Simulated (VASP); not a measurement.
# AgCl (Pm-3m) in VASP: notebook, part 2 of 2

VASP 6.6.1. Earlier steps stand in the parts before.

## Step 4: Single point, PBEsol

This run uses another cell than the first one, of 19.44 Å³/atom, 0.980 times its volume.

INCAR

```
PREC = Accurate
ENCUT = 520
EDIFF = 1E-6
ISMEAR = 0
SIGMA = 0.01
LREAL = F
LASPH = T
NELM = 60
ALGO = Fast
ISIF = 2
LWAVE = F
LCHARG = F
GGA = PS
NBANDS = 16
```

KPOINTS

```
regular mesh
0
Gamma
  5 5 5
```

POSCAR

```
AgCl
1.0
    3.3875622702      0.0000000000      0.0000000000
    0.0000000000      3.3875622702      0.0000000000
    0.0000000000      0.0000000000      3.3875622702
Ag Cl
1 1
Direct
    0.0000000000      0.0000000000      0.0000000000
    0.5000000000      0.5000000000      0.5000000000
```

On the command line:

```bash
cat potpaw_PBE.64/Ag/POTCAR potpaw_PBE.64/Cl/POTCAR > POTCAR
mpirun -np 1 vasp_std > vasp.out
```

Wall time 3.5 s (1 thread of Intel Xeon 6975P-C (Granite Rapids), shared host); peak memory 0.15 GiB.

Results (log left out):

```
Free energy            : -5.7955 eV
Pressure               : -2.9 GPa
Band gap on the k mesh : 0.53 eV, indirect (least direct gap 2.07 eV)
```

Levels at points of the mesh, in eV from the valence-band top:
```csv
k point,band 5,band 6,band 7,band 8,band 9,band 10,band 11,band 12,band 13,band 14
"(0.00, 0.00, 0.00)",-1.79,-1.79,-1.54,-1.54,-1.54,0.53,9.36,9.36,13.91,13.91
```

Caveat: the PAW data sets were made with another functional, which shifts forces and pressure a little; an odd mesh through Γ misses points on the zone boundary, where band edges often lie.

## Step 5: Single point, PBEsol

This run uses another cell than the first one, of 20.25 Å³/atom, 1.020 times its volume.

INCAR

```
SYSTEM = AgCl
ALGO = Fast
EDIFF = 1E-6
ENCUT = 520
GGA = PS
ISIF = 2
ISMEAR = 0
LASPH = .True.
LCHARG = .True.
LELF = .True.
LREAL = .False.
LVHAR = .True.
LWAVE = .False.
NBANDS = 16
NELM = 100
PREC = Accurate
SIGMA = 0.01
```

KPOINTS

```
k-points
0
Gamma
  5 5 5
  0 0 0
```

POSCAR

```
AgCl
1.0
    3.4339730000      0.0000000000      0.0000000000
    0.0000000000      3.4339730000      0.0000000000
    0.0000000000      0.0000000000      3.4339730000
Ag Cl
1 1
Direct
    0.0000000000      0.0000000000      0.0000000000
    0.5000000000      0.5000000000      0.5000000000
```

Potentials or basis: VASP PAW PBE potentials, release 64 (Ag, Cl).

On the command line:

```bash
cat potpaw_PBE.64/Ag/POTCAR potpaw_PBE.64/Cl/POTCAR > POTCAR
mpirun -np 1 vasp_std > vasp.out
```

OUTCAR:

```text
SYSTEM = AgCl
   EDIFF = 1E-6
   ENCUT = 520
   GGA = PS
   ISIF = 2
   ISMEAR = 0
   LASPH = .True.
   LREAL = .False.
   NELM = 100
   PREC = Accurate

 ion  position               nearest neighbor table
   1  0.000  0.000  0.000-   2 2.97   2 2.97   2 2.97   2 2.97   2 2.97   2 2.97   2 2.97   2 2.97

   2  0.500  0.500  0.500-   1 2.97   1 2.97   1 2.97   1 2.97   1 2.97   1 2.97   1 2.97   1 2.97

  LATTYP: Found a simple cubic cell.
 ALAT       =     3.4339730000

  Lattice vectors:

[... 363 lines left out ...]
------------------------ aborting loop because EDIFF is reached ----------------------------------------

  FORCE on cell =-STRESS in cart. coord.  units (eV):
  Direction    XX          YY          ZZ          XY          YZ          ZX
  --------------------------------------------------------------------------------------
  -------------------------------------------------------------------------------------
  Total       -1.1727822     -1.1727822     -1.1727822     -0.0000000     -0.0000000      0.0000000
  in kB      -46.4020651    -46.4020651    -46.4020651     -0.0000000     -0.0000000      0.0000000
  external PRESSURE =     -46.4020651 kB  Pullay stress =       0.0000000 kB

 VOLUME and BASIS-vectors are now :
 -----------------------------------------------------------------------------
  energy-cutoff  :      520.00
  volume of cell :       40.49
      direct lattice vectors                 reciprocal lattice vectors
     3.433973000  0.000000000  0.000000000     0.291207881  0.000000000  0.000000000
     0.000000000  3.433973000  0.000000000     0.000000000  0.291207881  0.000000000
     0.000000000  0.000000000  3.433973000     0.000000000  0.000000000  0.291207881

 POSITION                                       TOTAL-FORCE (eV/Angst)
 -----------------------------------------------------------------------------------
      0.00000      0.00000      0.00000         0.000000      0.000000      0.000000
      1.71699      1.71699      1.71699         0.000000      0.000000      0.000000
 -----------------------------------------------------------------------------------
    total drift:                               -0.000000      0.000000      0.000000

  FREE ENERGIE OF THE ION-ELECTRON SYSTEM (eV)
  ---------------------------------------------------
  free  energy   TOTEN  =        -5.7578446670 eV

  energy  without entropy=       -5.7578446670  energy(sigma->0) =       -5.75784467
```

stdout:

```text
POSCAR found type information on POSCAR AgCl
 POSCAR found :  2 types and       2 ions
 scaLAPACK will be used
 -----------------------------------------------------------------------------
|                                                                             |
|                                                                             |
|     You enforced a specific xc type in the INCAR file but a different       |
|     I HOPE YOU KNOW WHAT YOU ARE DOING!                                     |
|                                                                             |
 -----------------------------------------------------------------------------

 LDA part: xc-table for (Slater+PW92), standard interpolation
 POSCAR, INCAR and KPOINTS ok, starting setup
 FFT: planning ... GRIDC
 FFT: planning ... GRID_SOFT
 FFT: planning ... GRID
 WAVECAR not read
 entering main loop
```

Run time: 3.8 s. Hardware: 1 thread of Intel Xeon 6975P-C (Granite Rapids), shared host; peak memory 0.15 GiB.

Results:

```
Free energy            : -5.7578 eV
Pressure               : -4.6 GPa
Band gap on the k mesh : 0.51 eV, indirect (least direct gap 1.93 eV)
```

Caveat: the PAW data sets were made with another functional, which shifts forces and pressure a little; an odd mesh through Γ misses points on the zone boundary, where band edges often lie.

## Step 6: The runs side by side

| cell | gap on the mesh (eV) | pressure (GPa) |
| --- | --- | --- |
| Pm-3m, 19.84 Å³/atom | 0.52 | -3.8 |
| Pm-3m, 20.65 Å³/atom | 0.50 | -5.3 |
| Pm-3m, 19.44 Å³/atom | 0.53 | -2.9 |
| Pm-3m, 20.25 Å³/atom | 0.51 | -4.6 |

Alike in all rows: task single point; level PBEsol; potentials or basis VASP PAW PBE potentials, release 64 (Ag, Cl); no spin polarisation; k mesh 5 × 5 × 5; cutoff (eV) 520; smearing gaussian 0.01 eV.

On the cell as given the gap runs from 0.50 eV (PBEsol) to 0.53 eV (PBEsol).

Caveats: the PAW data sets were made with another functional, which shifts forces and pressure a little; an odd mesh through Γ misses points on the zone boundary, where band edges often lie.

Absolute energies hang on the potentials; compare differences alone.
